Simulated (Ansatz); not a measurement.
**ZrO$_{2}$ under pressure**

Theory: DFT PBEsol, scalar-relativistic, plane waves, PAW (Ansatz). Cutoff 420 eV, 8×8×8 k-points (Γ-centred), fixed occupations. No spin polarisation. Phonons by linear response, acoustic sum rule imposed.

Relaxed structure:
```cif
data_structure
_symmetry_space_group_name_H-M 'P 1'
_symmetry_Int_Tables_number 1
_cell_length_a 3.5808
_cell_length_b 3.5808
_cell_length_c 3.5808
_cell_angle_alpha 60.000
_cell_angle_beta 60.000
_cell_angle_gamma 60.000
_cell_volume 32.47
loop_
_atom_site_label
_atom_site_type_symbol
_atom_site_fract_x
_atom_site_fract_y
_atom_site_fract_z
_atom_site_occupancy
Zr1 Zr 0.00000 0.00000 0.00000 1
O1 O 0.25000 0.25000 0.25000 1
O2 O 0.75000 0.75000 0.75000 1
```

Question: The cell is relaxed again at -3 and -1 and 1 and 2 and 4 and 6 and 7 and 9 and 12 and 16 and 18 and 20 and 25 and 30 and 35 and 40 and 50 GPa. How do volume, gap and optical modes at Γ (cm⁻¹, counted from the lowest optical one; a degenerate one stands once) change?

Answer:
|  | 0 GPa | -3 GPa | -1 GPa | 1 GPa | 2 GPa | 4 GPa | 6 GPa | 7 GPa | 9 GPa | 12 GPa | 16 GPa | 18 GPa | 20 GPa | 25 GPa | 30 GPa | 35 GPa | 40 GPa | 50 GPa |
| --- | --- | --- | --- | --- | --- | --- | --- | --- | --- | --- | --- | --- | --- | --- | --- | --- | --- | --- |
| V/V0 | 1.000 | 1.012 | 1.004 | 0.996 | 0.992 | 0.985 | 0.978 | 0.974 | 0.968 | 0.958 | 0.946 | 0.940 | 0.934 | 0.921 | 0.908 | 0.896 | 0.885 | 0.865 |
| gap (eV) | 3.33 | 3.30 | 3.32 | 3.34 | 3.35 | 3.37 | 3.39 | 3.40 | 3.41 | 3.44 | 3.47 | 3.49 | 3.50 | 3.54 | 3.57 | 3.60 | 3.63 | 3.69 |
| ε∞, mean | 5.85 | 5.86 | 5.85 | 5.84 | 5.84 | 5.83 | 5.82 | 5.82 | 5.81 | 5.80 | 5.79 | 5.79 | 5.79 | 5.78 | 5.78 | 5.77 | 5.77 | 5.77 |
| mode 1 | 246 | 232 | 242 | 251 | 255 | 263 | 271 | 275 | 283 | 293 | 307 | 313 | 320 | 335 | 349 | 362 | 375 | 399 |
| mode 4 | 566 | 555 | 562 | 569 | 572 | 579 | 585 | 588 | 594 | 603 | 615 | 621 | 626 | 640 | 652 | 665 | 677 | 699 |

This fluorite-type form isn't the usual stable structure of the compound at low pressure.